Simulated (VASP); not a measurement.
Write the native input for VASP 6.6.1 that does the following.

```
Task                   : single point
Functional             : RPBE
Potentials or basis    : VASP PAW PBE potentials, release 64 (Ce)
Cutoff                 : 520 eV
k mesh                 : 15 × 15 × 15
Occupations            : fermi-dirac, width 0.1 eV
Spin                   : no spin polarisation
Dipole correction      : no
Further INCAR settings : ALGO = Fast; EDIFF = 1e-06; NBANDS = 12
```

The structure of Ce lies in POSCAR:

```
Ce
1.0
    0.0000000000      2.4210263262      2.4210263262
    2.4210263262      0.0000000000      2.4210263262
    2.4210263262      2.4210263262      0.0000000000
Ce
1
Direct
    0.0000000000      0.0000000000      0.0000000000
```

The input as run:

INCAR

```
  ALGO = Fast
  EDIFF = 1E-6
  ENCUT = 520
  GGA = RP
  ISIF = 2
  ISMEAR = -1
  LASPH = True
  LCHARG = False
  LREAL = False
  LWAVE = False
  NBANDS = 12
  NELM = 100
  PREC = Accurate
  SIGMA = 0.1
```

KPOINTS

```
k-points
0
Gamma
  15 15 15
```

Potentials or basis: VASP PAW PBE potentials, release 64 (Ce).

Run with:

```sh
$ cat potpaw_PBE.64/Ce/POTCAR > POTCAR
$ mpirun -np 1 vasp_std > vasp.out
```

Results of the run:

* Pressure: -1.0 GPa
* Band gap on the k mesh: none (metal or under the smearing width)

Caveat: the PAW data sets were made with another functional, which shifts forces and pressure a little.

It took 90 s on 1 thread of Intel(R) Xeon(R) Platinum 8559C (Emerald Rapids) (shared host), peak memory 0.2 GiB.
